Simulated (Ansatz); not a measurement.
The system is AlN.

```
Al N
1.0
     0.00000    2.18399    2.18399
     2.18399    0.00000    2.18399
     2.18399    2.18399    0.00000
Al N
1 1
Direct
  0.00000 0.00000 0.00000
  0.25000 0.25000 0.25000
```

Measurements of this composition are mostly on another form, of space group No. 186.

Base run:

* Program: Ansatz 0.2.0
* Functional: HSE06
* Potentials or basis: all-electron PAW datasets made for the crystal
* Cutoff: 470 eV (chosen from the basis error)
* k mesh: 8 × 8 × 8
* Occupations: fermi-dirac, width 0.05 eV
* Spin: no spin polarisation

Its results: band gap on the k mesh 4.54 eV, indirect (least direct gap 5.56 eV); pressure -0.5 GPa.

Q: The run is repeated on the same cell with these changes: functional from HSE06 to PBEsol; cutoff from 470 eV (chosen from the basis error) to 360 eV (chosen from the basis error). What comes out?

A: Band gap on the k mesh 3.19 eV, indirect (least direct gap 4.13 eV); pressure 1.2 GPa.

HSE06 gives the wider gap, since exact exchange removes part of the self-interaction.

A k mesh can miss the band edges.

The runs don't all hold the same shells in valence.
